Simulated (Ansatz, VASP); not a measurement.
**One calculation of Ru, two programs**

```xyz
2
Lattice="2.7273 0.0000 0.0000 -1.3637 2.3619 0.0000 0.0000 0.0000 4.5586" Properties=species:S:1:pos:R:3 pbc="T T T"
Ru    0.0000    1.5746    1.1397
Ru    1.3637    0.7873    3.4190
```

Alike in both runs: task single point; functional PBEsol; k mesh 18 × 18 × 10; occupations gaussian, width 0.15 eV; no spin polarisation.

```csv
,VASP,Ansatz
version,VASP 6.6.1,Ansatz 0.2.0
potentials or method,"VASP PAW PBE potentials, release 64 (Ru_pv)","scalar-relativistic, plane waves, PAW"
plane-wave cutoff (eV),520,420
valence electrons in the cell,28,32
```

Ansatz gave:

* gap on the k mesh at the Fermi level (eV): none
* pressure (GPa): -26.2
* largest component of the traceless stress (GPa): 14.25

Problem. What did VASP give for the same quantities?

Solution. gap on the k mesh at the Fermi level (eV): none; pressure (GPa): -26.4; largest component of the traceless stress (GPa): 14.23.

A gap of «none» marks a metal or a gap that the smearing closes. The two sets of potentials don't hold the same shells in valence. Ansatz warned: «pseudo_functional_mismatch».

Caveats: so large a pressure means that the cell lies far from this level's equilibrium, or that cutoff or potentials fall short (VASP); the potentials were made for another functional, which shifts forces and pressure (VASP).
